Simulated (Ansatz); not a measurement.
The system is NaCl.

```
CELL_PARAMETERS angstrom
0.00000 2.79406 2.79406
2.79406 0.00000 2.79406
2.79406 2.79406 0.00000
ATOMIC_POSITIONS crystal
Cl 0.50000 0.50000 0.50000
Na 0.00000 0.00000 0.00000
```

The cell is a database's computed one.

Program: Ansatz 0.2.0. Alike in all runs: task band structure; potentials or basis all-electron LAPW, scalar-relativistic; no spin polarisation; cell as given; k mesh 8 × 8 × 8; cutoff (eV) 169; smearing fermi-dirac 0.05 eV; basis error allowed 0.001 eV/atom.

Order these runs on this cell by their pressure, lowest first.
A. level PBEsol
B. level BLYP
C. level LDA

C (-1.8 GPa), A (0.2 GPa), B (2.5 GPa).

Not every run made on this cell is shown here.
